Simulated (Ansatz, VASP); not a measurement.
## Br in VASP and in Ansatz

```xyz
1
Lattice="2.9856 0.0000 0.0000 0.0000 2.9856 0.0000 0.0000 0.0000 2.9856" Properties=species:S:1:pos:R:3 pbc="T T T"
Br    0.0000    0.0000    0.0000
```

Alike in both runs: functional LDA; k mesh 12 × 12 × 12; occupations fermi-dirac, width 0.1 eV; no spin polarisation.

Ansatz relaxed the structure, and its values are those at the end. VASP's run is a single point on that final structure, the one shown.

|  | VASP | Ansatz |
| --- | --- | --- |
| version | VASP 6.6.1 | Ansatz 0.2.0 |
| potentials or method | VASP PAW LDA potentials, release 64 (Br) | PAW with Ansatz's default frozen-core files, scalar-relativistic |
| plane-wave cutoff (eV) | 520 | 420 |
| valence electrons in the cell | 7 | 7 |

|  | VASP | Ansatz | Ansatz less VASP |
| --- | --- | --- | --- |
| pressure (GPa) | 0.1 | 0.0 | -0.08 |

Caveats: an odd number of electrons without spin polarisation forces a metal; a magnetic or distorted state may lie lower.
